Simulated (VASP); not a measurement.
# CuO (Tenorite) (C2/c) in VASP: notebook

One crystal, CuO (Tenorite), is run at these levels: LDA; tasks: single point.

Everything below comes from runs of VASP 6.6.1. Logs are shortened: lines on timing, memory, paths and dates and some standing lists are left out, and cuts for length are marked.

### 1 The crystal as given

It takes space group C2/c (No. 15, monoclinic). The conventional cell has a = 4.637 Å, b = 3.389 Å, c = 5.026 Å, α = 90.00°, β = 99.54°, γ = 90.00°. Around Cu (site symmetry -1) lie 4 O at 1.89 to 1.95 Å. O (site symmetry 2) is surrounded by 4 Cu at 1.89 to 1.95 Å.

### 2 Single point, LDA

INCAR

```
ALGO     = Fast           # electronic algorithm
EDIFF    = 1E-7           # SCF threshold, eV
ENCUT    = 520            # plane-wave cutoff, eV
ISIF     = 2              # what is computed and relaxed
ISMEAR   = -1             # smearing method
LASPH    = True           # aspherical terms in the spheres
LCHARG   = False          # write CHGCAR
LREAL    = False          # projectors in reciprocal space
LWAVE    = False          # write WAVECAR
NBANDS   = 25             # bands
NELM     = 100            # most SCF steps
PREC     = Accurate       # precision mode
SIGMA    = 0.05           # smearing width, eV
```

KPOINTS

```
Automatic mesh
0
Gamma
  10 10 6
  0.5 0.5 0.5
```

POSCAR

```
CuO
1.0
    2.3185353802     -1.6942635266      0.0019778502
    2.3185353802      1.6942635266      0.0019778502
   -0.8372927244      0.0000000000      4.9562252896
Cu O
2 2
Direct
    0.0000000000      0.5000000000      0.0000000000
    0.5000000000      0.0000000000      0.5000000000
    0.5635114847      0.4364885153      0.2500000000
    0.4364885153      0.5635114847      0.7500000000
```

Potentials or basis: VASP PAW LDA potentials, release 64 (Cu, O).

The run is started by

```sh
$ cat potpaw_LDA.64/Cu/POTCAR potpaw_LDA.64/O/POTCAR > POTCAR
$ mpirun -np 1 vasp_std > vasp.out
```

OUTCAR:

```text
EDIFF = 1E-7
   ENCUT = 520
   ISIF = 2
   ISMEAR = -1
   LASPH = True
   LREAL = False
   NELM = 100
   PREC = Accurate

 ion  position               nearest neighbor table
   1  0.000  0.500  0.000-   3 1.89   4 1.89   4 1.95   3 1.95
   2  0.500  0.000  0.500-   4 1.89   3 1.89   4 1.95   3 1.95
   3  0.564  0.436  0.250-   2 1.89   1 1.89   2 1.95   1 1.95
   4  0.436  0.564  0.750-   1 1.89   2 1.89   2 1.95   1 1.95

  LATTYP: Found a base centered monoclinic cell.
 ALAT       =     4.6370724476
 B/A-ratio  =     0.7307470589
 C/A-ratio  =     1.0839711702
 COS(beta)  =    -0.1657360545

  Lattice vectors:

 A1 = (   2.3185353802,  -1.6942635266,   0.0019778502)
 A2 = (   2.3185353802,   1.6942635266,   0.0019778502)
 A3 = (  -0.8372927244,   0.0000000000,   4.9562252896)

Analysis of symmetry for initial positions (statically):
=====================================================================
 Subroutine PRICEL returns:
 Original cell was already a primitive cell.

 Routine SETGRP: Setting up the symmetry group for a
 base centered monoclinic supercell.

 Subroutine GETGRP returns: Found  4 space group operations
 (whereof  2 operations were pure point group operations)
 out of a pool of  4 trial point group operations.

The static configuration has the point symmetry S_2 .
 The point group associated with its full space group is C_2h.

Analysis of symmetry for dynamics (positions and initial velocities):
=====================================================================
 Subroutine PRICEL returns:
 Original cell was already a primitive cell.

 Routine SETGRP: Setting up the symmetry group for a
 base centered monoclinic supercell.

 Subroutine GETGRP returns: Found  4 space group operations
 (whereof  2 operations were pure point group operations)
 out of a pool of  4 trial point group operations.

The dynamic configuration has the point symmetry S_2 .
 The point group associated with its full space group is C_2h.

 Subroutine INISYM returns: Found  4 space group operations
 (whereof  2 operations are pure point group operations),
 and found     1 'primitive' translations

----------------------------------------------------------------------------------------

                                     Primitive cell

  volume of cell :      38.9438

  direct lattice vectors                    reciprocal lattice vectors
     2.318535380 -1.694263527  0.001977850     0.215622310 -0.295113477  0.036426712
     2.318535380  1.694263527  0.001977850     0.215622310  0.295113477  0.036426712
    -0.837292724  0.000000000  4.956225290    -0.000172094  0.000000000  0.201737380

  length of vectors
     2.871609151  2.871609151  5.026452847     0.367303485  0.367303485  0.201737454

  position of ions in fractional coordinates (direct lattice)
     0.000000000  0.500000000  0.000000000
     0.500000000  0.000000000  0.500000000
     0.563511485  0.436488515  0.250000000
     0.436488515  0.563511485  0.750000000

  ion indices of the primitive-cell ions
   primitive index   ion index
                 1           1
                 2           2
                 3           3
                 4           4

----------------------------------------------------------------------------------------

 KPOINTS: Automatic mesh

Automatic generation of k-mesh.
 Grid dimensions read from file:
 generate k-points for:   10   10    6

 Generating k-lattice:

  Cartesian coordinates                     Fractional coordinates (reciprocal lattice)
     0.021562231 -0.029511348  0.003642671     0.100000000 -0.000000000  0.000000000
     0.021562231  0.029511348  0.003642671    -0.000000000  0.100000000  0.000000000
    -0.000028682  0.000000000  0.033622897     0.000000000  0.000000000  0.166666667

  Length of vectors
     0.036730348  0.036730348  0.033622909

  Shift w.r.t. Gamma in fractional coordinates (k-lattice)
     0.500000000  0.500000000  0.500000000

 Subroutine IBZKPT returns following result:
 ===========================================

 Found    165 irreducible k-points:

 Following reciprocal coordinates:
            Coordinates               Weight
  0.050000  0.050000  0.083333      2.000000
  0.150000  0.050000  0.083333      4.000000
  0.250000  0.050000  0.083333      4.000000
  0.350000  0.050000  0.083333      4.000000
  0.450000  0.050000  0.083333      4.000000
 -0.450000  0.050000  0.083333      4.000000
[... 16 lines left out ...]
 -0.450000  0.250000  0.083333      4.000000
 -0.350000  0.250000  0.083333      4.000000
 [... further k-points ...]
   k-points           NKPTS =    165   k-points in BZ     NKDIM =    165   number of bands    NBANDS=     25
   number of dos      NEDOS =    301   number of ions     NIONS =      4
   total plane-waves  NPLWV =  23040
   dimension x,y,z NGX =    24 NGY =   24 NGZ =   40
   dimension x,y,z NGXF=    48 NGYF=   48 NGZF=   80
   ions per type =               2   2
   NGX,Y,Z   is equivalent  to a cutoff of  13.89, 13.89, 13.23 a.u.
   NGXF,Y,Z  is equivalent  to a cutoff of  27.79, 27.79, 26.46 a.u.
 SYSTEM =  unknown system
   PREC   = accura    normal or accurate (medium, high low for compatibility)
   ISTART =      0    job   : 0-new  1-cont  2-samecut
   ICHARG =      2    charge: 1-file 2-atom 10-const
   ISPIN  =      1    spin polarized calculation?
   LNONCOLLINEAR =      F non collinear calculations
   LSORBIT =      F    spin-orbit coupling
   LASPH  =      T    aspherical Exc in radial PAW
   ENCUT  =  520.0 eV  38.22 Ry    6.18 a.u.   5.34  5.34  9.35*2*pi/ulx,y,z
   NELM   =    100;   NELMIN=  2; NELMDL= -5     # of ELM steps
   EDIFF  = 0.1E-06   stopping-criterion for ELM
   LREAL  =      F    real-space projection
   EDIFFG = 0.1E-05   stopping-criterion for IOM
   NSW    =      0    number of steps for IOM
   IBRION =     -1    ionic relax: 0-MD 1-quasi-New 2-CG
   NFREE  =      0    steps in history (QN), initial steepest desc. (CG)
   ISIF   =      2    stress and relaxation
   ISYM   =      2    0-nonsym 1-usesym 2-fastsym
   POTIM  = 0.5000    time-step for ionic-motion
   TEBEG  =    0.0;   TEEND  =   0.0 temperature during run
   PSTRESS=    0.0 pullay stress
   NELECT =      34.0000    total number of electrons
   NUPDOWN=      -1.0000    fix difference up-down
   EMIN   =  10.00;   EMAX   =-10.00  energy-range for DOS
   EFERMI =   0.00;   METHOD = LEGACY
   ISMEAR =    -1;   SIGMA  =   0.05  broadening in eV -4-tet -1-fermi 0-gaus
   EFERMI_NEDOS =   21; number of points for ismear=-14 and -15
   IALGO  =     68    algorithm
   IMIX   =      4    mixing-type and parameters
     AMIX     =   0.40;   BMIX     =  1.00
     AMIX_MAG =   1.60;   BMIX_MAG =  1.00
  volume/ion in A,a.u.               =       9.74        65.70
  Fermi-wavevector in a.u.,A,eV,Ry     =   1.564666  2.956790 33.309515  2.448180
  Thomas-Fermi vector in A             =   2.667256
   LORBIT       =      0    0 simple, 1 ext, 2 COOP (PROOUT), +10 PAW based schemes
   GGA     = CA    functional components
   LHFCALC =     F    Hartree Fock is set to
   AEXX    =    0.0000 exact exchange contribution
   IVDW    =     0    specifies the selected vdW correction
   LEPSILON=     F    determine dielectric tensor
   LRPA    =     F    only Hartree local field effects (RPA)
 non-spin polarized calculation
 RMM-DIIS sequential band-by-band and
  energy-cutoff  :      520.00
  volume of cell :       38.94
 maximum number of plane-waves:      1070
 NGX is ok and might be reduce to    24
   NGX = 11   NGY = 11   NGZ = 19

 number of electron      33.9999990 magnetization

 Free energy of the ion-electron system (eV)
  ---------------------------------------------------
  ext. energy  EPLUGINS =         0.00000000
  ---------------------------------------------------
  free energy    TOTEN  =       -23.22332223 eV

  energy without entropy =      -23.20660038  energy(sigma->0) =      -23.21496130

 E-fermi :   6.0065     XC(G=0): -12.6488

 val. band max:        6.0033601543   @ k =  -0.3500   0.0500   0.0833
 cond. band min:       6.0358050064   @ k =  -0.3500   0.1500   0.4167
 fundamental gap:      0.0324448520
 Fermi energy:         6.0065114402

 k-point     1 :       0.0500    0.0500    0.0833
  band No.  band energies     occupation
      1     -14.0793      2.00000
      2     -12.5855      2.00000
      3      -2.6064      2.00000
      4      -0.0363      2.00000
      5       0.4280      2.00000
      6       1.9909      2.00000
[... 17 lines left out ...]
     24      21.8911      0.00000
     25      22.5819      0.00000

 k-point     2 :       0.1500    0.0500    0.0833
  band No.  band energies     occupation
      1     -13.9434      2.00000
      2     -12.5573      2.00000
      3      -2.4027      2.00000
      4      -0.0438      2.00000
      5       0.4077      2.00000
      6       0.9672      2.00000
[... 17 lines left out ...]
     24      21.8832      0.00000
     25      22.4019      0.00000

 k-point     3 :       0.2500    0.0500    0.0833
  band No.  band energies     occupation
      1     -13.7038      2.00000
      2     -12.4902      2.00000
      3      -2.0744      2.00000
      4      -0.2162      2.00000
      5      -0.0431      2.00000
      6       0.3882      2.00000
[... 17 lines left out ...]
     24      20.6912      0.00000
     25      22.2683      0.00000

 k-point     4 :       0.3500    0.0500    0.0833
  band No.  band energies     occupation
      1     -13.4409      2.00000
      2     -12.4083      2.00000
      3      -1.7607      2.00000
      4      -1.1041      2.00000
      5      -0.0861      2.00000
      6       0.3560      2.00000
[... 17 lines left out ...]
     24      19.6191      0.00000
     25      21.8774      0.00000
[... 477 lines left out ...]
 k-point    22 :       0.4500    0.2500    0.0833
  band No.  band energies     occupation
      1     -13.0159      2.00000
      2     -12.3369      2.00000
      3      -1.4591      2.00000
      4      -1.0650      2.00000
      5       0.0170      2.00000
      6       0.2469      2.00000
[... 17 lines left out ...]
     24      18.8671      0.00000
     25      20.2997      0.00000

 k-point    23 :      -0.4500    0.2500    0.0833
  band No.  band energies     occupation
      1     -12.9609      2.00000
      2     -12.2958      2.00000
      3      -1.4875      2.00000
      4      -0.9821      2.00000
      5      -0.1856      2.00000
      6       0.0296      2.00000
[... 17 lines left out ...]
     24      18.8220      0.00000
     25      19.7897      0.00000

 k-point    24 :      -0.3500    0.2500    0.0833
  band No.  band energies     occupation
      1     -13.0620      2.00000
      2     -12.2937      2.00000
      3      -1.1450      2.00000
      4      -1.0348      2.00000
      5      -0.3533      2.00000
      6      -0.1725      2.00000
[... 17 lines left out ...]
     24      18.9640      0.00000
     25      19.7342      0.00000

 [... further k-points ...]

------------------------ aborting loop because EDIFF is reached ----------------------------------------

  FORCE on cell =-STRESS in cart. coord.  units (eV):
  Direction    XX          YY          ZZ          XY          YZ          ZX
  --------------------------------------------------------------------------------------
  -------------------------------------------------------------------------------------
  Total       -0.3624787      0.7338036      0.4103194      0.0000000      0.0000000      0.4148923
  in kB      -14.9126482     30.1892349     16.8808495      0.0000000      0.0000000     17.0689839
  external PRESSURE =      10.7191454 kB  Pullay stress =       0.0000000 kB

 VOLUME and BASIS-vectors are now :
 -----------------------------------------------------------------------------
  energy-cutoff  :      520.00
  volume of cell :       38.94
      direct lattice vectors                 reciprocal lattice vectors
     2.318535380 -1.694263527  0.001977850     0.215622310 -0.295113477  0.036426712
     2.318535380  1.694263527  0.001977850     0.215622310  0.295113477  0.036426712
    -0.837292724  0.000000000  4.956225290    -0.000172094  0.000000000  0.201737380

 POSITION                                       TOTAL-FORCE (eV/Angst)
 -----------------------------------------------------------------------------------
      1.15927      0.84713      0.00099         0.000000      0.000000     -0.000000
      0.74062     -0.84713      2.47910         0.000000      0.000000     -0.000000
      2.10921     -0.21521      1.24103        -0.000000     -0.062982      0.000000
      1.69057      0.21521      3.71915         0.000000      0.062982     -0.000000
 -----------------------------------------------------------------------------------
    total drift:                                0.000000     -0.000000     -0.000000

  FREE ENERGIE OF THE ION-ELECTRON SYSTEM (eV)
  ---------------------------------------------------
  free  energy   TOTEN  =       -23.2233222261 eV

  energy  without entropy=      -23.2066003821  energy(sigma->0) =      -23.21496130
```

Wall time 62 s (1 thread of Intel Xeon 6975P-C (Granite Rapids), shared host); peak memory 0.24 GiB.

What came out:

| Quantity | Value |
| --- | --- |
| Free energy | -23.2233 eV |
| Pressure | 1.1 GPa |
| Largest force | 0.063 eV/Å |
| Band gap on the k mesh | none (metal or under the smearing width) |

Forces in eV/Å, atoms in the order of the input:
```
Cu   0.000  0.000  0.000
Cu   0.000  0.000  0.000
O    0.000 -0.063  0.000
O    0.000  0.063  0.000
```

Caveat: the run has no spin polarisation, though such a crystal can be magnetic; semilocal functionals often make such compounds metallic where correlation or magnetic order opens a gap, which also shifts bond lengths. With open d or f shells a metallic result of LDA can be an artefact of self-interaction; +U or a hybrid may open a gap.

### 3 Single point, LDA

This run uses another cell than the first one, of 10.13 Å³/atom, 1.041 times its volume.

INCAR

```
PREC = Accurate
ENCUT = 520
EDIFF = 1E-7
ISMEAR = -1
SIGMA = 0.05
LREAL = F
LASPH = T
NELM = 100
ALGO = Fast
ISIF = 2
LWAVE = F
LCHARG = F
NBANDS = 25
```

KPOINTS is that of step 2.

POSCAR

```
CuO
1.0
    2.3418500000     -1.7113000000      0.0000000000
    2.3418500000      1.7113000000      0.0000000000
   -0.8500270000      0.0000000000      5.0578690000
Cu O
2 2
Direct
    0.0000000000      0.5000000000      0.0000000000
    0.5000000000      0.0000000000      0.5000000000
    0.5816000000      0.4184000000      0.2500000000
    0.4184000000      0.5816000000      0.7500000000
```

Potentials or basis: VASP PAW LDA potentials, release 64 (Cu, O).

The run is started by

```sh
$ cat potpaw_LDA.64/Cu/POTCAR potpaw_LDA.64/O/POTCAR > POTCAR
$ mpirun -np 1 vasp_std > vasp.out
```

It took 65 s on 1 thread of Intel Xeon 6975P-C (Granite Rapids), shared host; peak memory 0.24 GiB.

It converged, with:

| Property | Result |
| --- | --- |
| Free energy | -23.1567 eV |
| Pressure | -8.8 GPa |
| Largest force | 0.431 eV/Å |
| Band gap on the k mesh | none (metal or under the smearing width) |

Forces on the atoms (eV/Å):
```
Cu   0.000  0.000  0.000
Cu   0.000  0.000  0.000
O    0.000  0.431  0.000
O    0.000 -0.431  0.000
```

Stress tensor (GPa, compression positive):
```
 -9.67   0.00   0.26
  0.00  -5.19   0.00
  0.26   0.00 -11.53
```

Levels at points of the mesh, in eV from the Fermi level:
```csv
k point,band 13,band 14,band 15,band 16,band 17,band 18,band 19,band 20,band 21,band 22
"(0.05, 0.05, 0.08)",-2.22,-2.13,-2.10,-1.68,0.15,0.85,2.04,6.00,8.19,12.98
```

Caveat: the run has no spin polarisation, though such a crystal can be magnetic; semilocal functionals often make such compounds metallic where correlation or magnetic order opens a gap, which also shifts bond lengths. With open d or f shells a metallic result of LDA can be an artefact of self-interaction; +U or a hybrid may open a gap.
